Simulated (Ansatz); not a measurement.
## Phases of Fe at 700 GPa

Structure types of Fe are relaxed in primitive cells with their symmetry kept at 700 GPa, first on PAW files, then by LAPW. The enthalpy is E + pV at zero temperature, without zero-point motion. Only the types listed were tried, and differences under about 5 meV/atom are mesh noise. Not among the end structures: fcc, which may lie lower.

Level of theory: DFT with PBE, scalar-relativistic, in Ansatz 0.2.0; Fermi–Dirac smearing of 0.1 eV, spin-polarised from start moments Fe 2.5 μB. LAPW: all electrons, basis error target 0.5 meV/atom; PAW: frozen-core files, cutoff 420 eV.

k meshes: bcc 24×24×24, hcp 22×22×12, diamond 17×17×17, simple hexagonal 23×23×21, beta tin 23×23×23.

The start moments died away, and the runs ended non-magnetic.

**Question.** Order the types by LAPW enthalpy, lowest first.
A. hcp
B. simple hexagonal
C. diamond
D. bcc
E. beta tin

**Answer.** A (0 meV/atom), D (814 meV/atom), B (1895 meV/atom), E (2283 meV/atom), C (8298 meV/atom).

| start type | ends as | a, b, c (Å) | V (Å³/atom) | H − H(lowest), LAPW (meV/atom) | same, PAW | moment (μB/atom) |
| --- | --- | --- | --- | --- | --- | --- |
| bcc | bcc, Im-3m | 2.230, 2.230, 2.230 | 5.55 | 814.2 | 823.5 | 0.00 |
| hcp | hcp, P6_3/mmc | 1.995, 1.995, 3.188 | 5.50 | 0.0 | 0.0 | 0.00 |
| diamond | diamond, Fd-3m | 3.738, 3.738, 3.738 | 6.53 | 8297.6 | 8206.8 | 0.00 |
| simple hexagonal | simple hexagonal, P6/mmm | 1.918, 1.918, 1.762 | 5.61 | 1894.8 | 1899.3 | 0.00 |
| beta tin | beta tin, I4_1/amd | 3.460, 3.460, 1.898 | 5.68 | 2283.4 | 2299.2 | 0.00 |
